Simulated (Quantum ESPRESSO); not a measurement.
## What a tighter setting buys: K_POINTS, CsI (Pm-3m, 2 atoms in the cell)

```yaml
crystal:
  lattice:
    - [4.59243, 0.00000, 0.00000]
    - [0.00000, 4.59243, 0.00000]
    - [0.00000, 0.00000, 4.59243]
  atoms:
    - { symbol: Cs, position: [0.00000, 0.00000, 0.00000] }
    - { symbol: I, position: [0.50000, 0.50000, 0.50000] }
```

Method: PBEsol, GBRV 1.5 ultrasoft (PBESOL) pseudopotentials (plane waves; Quantum ESPRESSO).

Base settings: ecutwfc = 40 Ry; ecutrho = 200 Ry; occupations = fixed; potentials = {Cs: cs_pbesol_v1.uspp.F.UPF, I: i_pbesol_v1.uspp.F.UPF}; K_POINTS = automatic 7 7 7 0 0 0; nbnd = 12; conv_thr = 1e-11 Ry; mixing_beta = 0.7.

Misses are taken against the tightest run, automatic 18 18 18 0 0 0, which need not be fully converged itself. The energy is the free energy per atom.

The count of work is k-points × plane waves × bands × iterations; it is no time, and leaves out set-up, grids and terms that scale otherwise. Core times come from one kind of shared machine and are given to one figure; runs under 30 s give none.

The starting cell comes from a database of computed structures (which also holds hypothetical and non-ambient phases and stackings), without a prior relaxation at this level. Its lattice was rescaled by a random factor within 2.5 % of one.

The runs (K_POINTS): automatic 1 1 1 0 0 0 | automatic 2 2 2 0 0 0 | automatic 3 3 3 0 0 0 | automatic 4 4 4 0 0 0 | automatic 5 5 5 0 0 0 | automatic 6 6 6 0 0 0 | automatic 7 7 7 0 0 0 | automatic 8 8 8 0 0 0 | automatic 10 10 10 0 0 0 | automatic 11 11 11 0 0 0 | automatic 14 14 14 0 0 0 | automatic 18 18 18 0 0 0.

Q: Which is the coarsest setting among those run that, with all tighter ones, holds the energy within 5 meV/atom of the reference, and what does it save?

A: automatic 4 4 4 0 0 0, off by 1.4 meV/atom; it needs 0.045 of the reference's count of work.

Q: What does the step from automatic 3 3 3 0 0 0 to automatic 7 7 7 0 0 0 buy?

A: It takes the miss in the energy from 10.0 to 0.01 meV/atom, for 5.6 times the count of work.

```
K_POINTS                  energy less reference (meV/atom)  pressure less reference (GPa)  count of work / reference  core time / reference (rough)
------------------------  --------------------------------  -----------------------------  -------------------------  -----------------------------
automatic 1 1 1 0 0 0                              2000.41                          13.15                     0.0041                              –
automatic 2 2 2 0 0 0                               109.52                           0.89                      0.020                              –
automatic 3 3 3 0 0 0                                 9.99                           0.10                      0.016                              –
automatic 4 4 4 0 0 0                                 1.41                           0.02                      0.045                              –
automatic 5 5 5 0 0 0                                 0.22                           0.00                      0.045                              –
automatic 6 6 6 0 0 0                                 0.04                           0.00                      0.091                              –
automatic 7 7 7 0 0 0                                 0.01                           0.00                      0.091                              –
automatic 8 8 8 0 0 0                                 0.00                           0.00                       0.16                              –
automatic 10 10 10 0 0 0                              0.00                           0.00                       0.25                              –
automatic 11 11 11 0 0 0                              0.00                           0.00                       0.25                            0.3
automatic 14 14 14 0 0 0                              0.00                           0.00                       0.55                            0.6
automatic 18 18 18 0 0 0                              0.00                           0.00                        1.0                              1
```
